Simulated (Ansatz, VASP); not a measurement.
Two plane-wave programs on Cd

```
Cd
1.0
     2.93274    0.00000    0.00000
     0.00000    2.93274    0.00000
     0.00000    0.00000    3.17554
Cd
1
Cartesian
  1.4664 1.4664 1.5878
```

Alike in both runs: task relaxation of cell and atoms; functional PBE; k mesh 6 × 6 × 6; occupations gaussian, width 0.1 eV; no spin polarisation.

|  | VASP | Ansatz |
| --- | --- | --- |
| version | VASP 6.6.1 | Ansatz 0.2.0 |
| potentials or method | VASP PAW PBE potentials, release 64 (Cd) | scalar-relativistic, plane waves, PAW |
| plane-wave cutoff (eV) | 600 | 420 |
| valence electrons in the cell | 12 | 20 |

|  | VASP | Ansatz | Ansatz less VASP |
| --- | --- | --- | --- |
| gap on the k mesh at the Fermi level, each at its own relaxed structure (eV) | none | none | - |
| relaxed volume (Å³/atom) | 27.48 | 27.23 | -0.243 |
| relaxed cell length with the largest relative difference (Å) | 3.016 | 3.004 | -0.0121 |
| energy change over the relaxation (meV/atom) | -36 | -36 | +0.6 |

A gap of «none» marks a metal or a gap that the smearing closes. The two sets of potentials don't hold the same shells in valence.
